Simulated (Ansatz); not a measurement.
Crystal: HfB2.

```
Hf B
1.0
     3.14000    0.00000    0.00000
    -1.57000    2.71932    0.00000
     0.00000    0.00000    3.48000
Hf B
1 2
Cartesian
  0.0000 0.0000 0.0000
  1.5700 0.9064 1.7400
  0.0000 1.8129 1.7400
```

Base run:

| Quantity | Value |
| --- | --- |
| Program | Ansatz 0.2.0 |
| Functional | LDA |
| Potentials or basis | Ansatz PAW |
| Cutoff | 420 eV (not typed: the program's choice for these potentials) |
| k mesh | 10 × 10 × 8 |
| Occupations | fermi-dirac, width 0.05 eV |
| Spin | no spin polarisation |
| Hubbard terms | Hf d U = 6 eV |

Its results: band gap on the k mesh none (metal or under the smearing width); pressure -3.9 GPa.

Question: The run is repeated on the same cell with these changes: hubbard terms from Hf d U = 6 eV to Hf d U = 5 eV. What comes out?

Answer: Band gap on the k mesh none (metal or under the smearing width); pressure -5.1 GPa.

Caveats: U without spin polarisation on a metal has little footing; the PAW data sets come from PBE, with cores solved anew for the run's functional, which leaves a small shift of forces and pressure; the U is typed as a test and isn't derived for this compound.
